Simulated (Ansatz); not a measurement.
InSe: experiment and calculation

**What was measured.**

“Indium selenide: an insight into electronic band structure and surface excitations”, 2017, pmc:5469805 reports, for a bulk crystal of InSe: lattice constant a 4.005 ± 0.004 Å; lattice constant c 16.66 ± 0.004 Å.

How close the calculation comes is told below.

Level of theory: DFT PBE, scalar-relativistic, plane waves, PAW (Ansatz 0.2.0).

Settings: cutoff 420 eV, Γ-centred mesh 12×12×2 on the computed 8-atom cell, Gaussian smearing of 0.02 eV; no spin polarisation.

Relaxed structure, symmetry kept:

```
In Se
1.0
     4.08963    0.00000    0.00000
    -2.04481    3.54172    0.00000
     0.00000    0.00000   18.40302
In Se
4 4
Direct
  0.33333 0.66667 0.17323
  0.66667 0.33333 0.67323
  0.33333 0.66667 0.32677
  0.66667 0.33333 0.82677
  0.33333 0.66667 0.60417
  0.66667 0.33333 0.10417
  0.33333 0.66667 0.89583
  0.66667 0.33333 0.39583
```

| Item | Value |
| --- | --- |
| Space group | P6_3/mmc (No. 194) |
| Volume per atom | 33.32 Å³ |
| Formation energy from the elements' standard states (uncorrected) | -0.526 eV/atom |
| Kohn–Sham band gap | 0.70 eV, direct at Γ |
| Löwdin character of the top 1 eV of the valence band | Se 4p 68 %, In 5p 21 %, In 5s 8 % |
| Löwdin character of the lowest 1 eV of the conduction band | Se 4p 41 %, In 5s 34 %, In 5p 13 %, Se 4s 10 % |
| Electron masses at the edge by Cartesian direction of the standard setting (m_e; degenerate bands sorted by energy; no spin-orbit coupling) | x: 0.14; y: 0.14; z: 0.13 |
| Hole masses at the edge by Cartesian direction of the standard setting (m_e; degenerate bands sorted by energy; no spin-orbit coupling) | x: 6.5; y: 6.5; z: 0.12 |
| Bader charges (e) | In (4 in the cell) 0.70, Se (4 in the cell) -0.70 |

Each cell of InSe holds layers, and where no dispersion correction was added their binding is poorly described.

A measured lattice constant a of InSe is 4.005 Å (the paper above); the calculated 4.090 Å misses it by +2.1 %. Measured lattice constant c of InSe: 16.66 Å (the paper above). This calculation gives 18.403 Å (+10.5 %). So large a difference can come from the functional (as between layers that it hardly binds), but also from another choice of axes, another phase or a misread value. The calculation is for 0 K without zero-point motion.